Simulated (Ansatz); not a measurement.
**Could Te₂Mo exist in this structure?**

Plane-wave DFT in Ansatz with scalar-relativistic PAW potentials. The crystal relaxes under PBE to P6_3/mmc with a = 3.557 Å, c = 15.205 Å, 27.77 Å³/atom. No spin polarisation.

```cif
data_structure
_symmetry_space_group_name_H-M 'P 1'
_symmetry_Int_Tables_number 1
_cell_length_a 3.5571
_cell_length_b 3.5571
_cell_length_c 15.2047
_cell_angle_alpha 90.000
_cell_angle_beta 90.000
_cell_angle_gamma 120.000
_cell_volume 166.61
loop_
_atom_site_label
_atom_site_type_symbol
_atom_site_fract_x
_atom_site_fract_y
_atom_site_fract_z
_atom_site_occupancy
Te1 Te 0.33333 0.66667 0.63109 1
Te2 Te 0.66667 0.33333 0.13109 1
Te3 Te 0.33333 0.66667 0.86891 1
Te4 Te 0.66667 0.33333 0.36891 1
Mo1 Mo 0.33333 0.66667 0.25000 1
Mo2 Mo 0.66667 0.33333 0.75000 1
```

Question: Test it against the elements, against displacements at the zone centre and against strain.

Answer:
- Energy over the elements: -0.267 eV/atom (PBE, standard states in the same functional, gases uncorrected)
- Optical modes at Γ: all 15 real, 11 to 283 cm⁻¹ (PBE, without the LO-TO term)
- Least eigenvalue of the elastic tensor: 4 GPa (PBE)

It passes all three tests. So it is a local minimum against everything tried and bound against the elements. Modes at other wave vectors, other structures and decomposition into other compounds weren't tested here.

 The cell holds layers, and where no dispersion correction was added their binding is poorly described.